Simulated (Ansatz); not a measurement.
An input for Ansatz 0.2.0 (Li):

Contents of run.py:

```python
import json

import ase.io
import numpy as np

import ansatz as az

atoms = ase.io.read("Li.cif")
atoms.info.pop("occupancy", None)

calculation = (
    az.Crystal.from_ase(atoms)
    .calculation()
    .kpoints(8, 8, 8)
    .functional("b3lyp")
    .pseudopotentials(kind="paw")
    .occupations(method="methfessel_paxton", width=0.01)
    .populations()
    .bader_charges()
    .forces()
    .stress()
    .band_table(publish=True)
    .spin("collinear", soc=True)
)
outcome = calculation.run(threads=2, events_out="events.jsonl")

report = outcome.report
for line in open("events.jsonl"):
    event = json.loads(line)
    if event["event"] == "scf_iter":
        d = event["data"]
        print(f"SCF {d['iter']:3d}  HF = {d['harris_foulkes_ev']:.6f} eV  dr2 = {d['dr2_ev']:.2e} eV")
    elif event["event"] in ("relax_step", "md_step"):
        d = event["data"]
        print(f"{event['event']} {d['step']:3d}  E = {d['lagrangian_ev']:.6f} eV")
np.set_printoptions(precision=5, suppress=True, linewidth=110)
print("converged:", report["converged"], "after", report["n_iterations"], "iterations")
print(f"free energy {report['free_energy_ev']:.6f} eV, Fermi level {report['fermi_energy_ev']:.4f} eV")
for key in ("band_edges_ev", "magnetization_mub", "site_moments_mub", "site_moments_nc_mub", "forces_ev_ang",
                "stress_gpa"):
    if report.get(key) is not None:
        print(key, np.array(report[key]), sep="\n")
```

Li.cif

```cif
data_Li
_cell_length_a 3.03914295
_cell_length_b 3.03914295
_cell_length_c 3.03914295
_cell_angle_alpha 109.47122063
_cell_angle_beta 109.47122063
_cell_angle_gamma 109.47122063
_space_group_name_H-M_alt 'P1'
_space_group_name_Hall 'P 1'
_space_group_IT_number 1
loop_
_space_group_symop_operation_xyz
'x,y,z'
loop_
_atom_site_label
_atom_site_type_symbol
_atom_site_symmetry_multiplicity
_atom_site_Wyckoff_symbol
_atom_site_fract_x
_atom_site_fract_y
_atom_site_fract_z
_atom_site_occupancy
Li1 Li 1 a 0.0000000000 0.0000000000 0.0000000000 1
```

Potentials or basis: Ansatz PAW.

Run with:

```sh
$ python run.py
```

Problem. How does this run end?

Solution. The run stopped without a result. It printed:

Output:

```text
Traceback (most recent call last):
  File "run.py", line 23, in <module>
  [frames inside libraries left out]
ansatz.errors.InputError: .spin('collinear', soc=True): soc=True belongs to the noncollinear treatment, not to the collinear one; write .spin('noncollinear', soc=True)
```
